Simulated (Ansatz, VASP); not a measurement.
**CdF2: VASP beside Ansatz**

File INCAR:

```
SYSTEM = CdF2
ALGO     = Normal         ! electronic algorithm
EDIFF    = 1E-6           ! SCF threshold, eV
EDIFFG   = -0.005         ! ionic threshold
ENCUT    = 600            ! plane-wave cutoff, eV
IBRION   = 2              ! ionic algorithm
ISIF     = 3              ! what is computed and relaxed
ISMEAR   = 0              ! smearing method
LASPH    = .True.         ! aspherical terms in the spheres
LCHARG   = .False.        ! write CHGCAR
LREAL    = .False.        ! projectors in reciprocal space
LWAVE    = .False.        ! write WAVECAR
NELM     = 60             ! most SCF steps
NSW      = 70             ! ionic steps
PREC     = Accurate       ! precision mode
SIGMA    = 0.02           ! smearing width, eV
```

The input KPOINTS:

```
k-points
0
Gamma
  8 8 8
  0 0 0
```

Contents of POSCAR:

```
CdF2
1.0
    0.0000000000      2.7222408727      2.7222408727
    2.7222408727      0.0000000000      2.7222408727
    2.7222408727      2.7222408727      0.0000000000
Cd F
1 2
Direct
    0.0000000000      0.0000000000      0.0000000000
    0.2500000000      0.2500000000      0.2500000000
    0.7500000000      0.7500000000      0.7500000000
```

Input for Ansatz:

```yaml
crystal:
  lattice:
    - [0.0, 2.7222408727, 2.7222408727]
    - [2.7222408727, 0.0, 2.7222408727]
    - [2.7222408727, 2.7222408727, 0.0]
  atoms:
    - { symbol: Cd, position: [0.0, 0.0, 0.0] }
    - { symbol: F, position: [0.25, 0.25, 0.25] }
    - { symbol: F, position: [0.75, 0.75, 0.75] }
basis:
  ecutwfc: 420
kpoints:
  mp_grid: { grid: [8, 8, 8] }
hamiltonian:
  xc: lda
scf:
  occupations: { method: gaussian, width: 0.02 }
output:
  forces: true
  stress: true
  eigenvalues: true
relax:
  adjacent_minimum: "off"
  f_tol: 0.005
  max_steps: 50
  cell: { stress_tol: 0.05 }
```

Alike in both runs: task relaxation of cell and atoms; functional LDA; k mesh 8 × 8 × 8; occupations gaussian, width 0.02 eV; no spin polarisation.

```csv
,VASP,Ansatz
version,VASP 6.6.1,Ansatz 0.2.0
potentials or method,"VASP PAW LDA potentials, release 64 (Cd, F)","scalar-relativistic, plane waves, PAW"
plane-wave cutoff (eV),600,420
valence electrons in the cell,26,34
```

|  | VASP | Ansatz | Ansatz less VASP |
| --- | --- | --- | --- |
| gap on the k mesh at the Fermi level, each at its own relaxed structure (eV) | 2.95 | 2.99 | +0.041 |
| relaxed volume (Å³/atom) | 12.48 | 12.39 | -0.093 |
| relaxed cell length with the largest relative difference (Å) | 3.755 | 3.746 | -0.0094 |
| energy change over the relaxation (meV/atom) | -26 | -31 | -4.9 |

The two sets of potentials don't hold the same shells in valence.

A k mesh can miss the band edges. Zero-point motion and thermal expansion aren't in these numbers. A hybrid or GW would open this gap; LDA tends to underestimate it.
